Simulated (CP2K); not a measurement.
Crystal: Al.

```xyz
1
Lattice="2.8392 0.0000 0.0000 1.4419 2.4465 0.0000 1.3376 0.8671 2.3852" Properties=species:S:1:pos:R:3 pbc="T T T"
Al    0.0000    0.0000    0.0000
```

Base run:

* Program: CP2K 2026.2
* Functional: PBE
* Potentials or basis: POTENTIAL_UZH Al GTH-PBE-q3; TZV2P-MOLOPT-PBE-GTH basis
* Density cutoff: 6123 eV
* k mesh: 11 × 11 × 11
* Occupations: fermi-dirac, width 0.05 eV
* Spin: no spin polarisation

Its results: band gap on the k mesh none (metal or under the smearing width); pressure -0.3 GPa.

The run is repeated on the same cell with these changes: potentials or basis from POTENTIAL_UZH Al GTH-PBE-q3; TZV2P-MOLOPT-PBE-GTH basis to POTENTIAL_UZH Al GTH-PBE-q3; ccGRB-D basis; basis sets from Al TZV2P-MOLOPT-PBE-GTH-q3 to Al ccGRB-D-q3. What comes out?

Band gap on the k mesh none (metal or under the smearing width); pressure 2.9 GPa.

Caveats: the basis of atomic orbitals isn't converged, which shifts pressures, moduli and gaps.
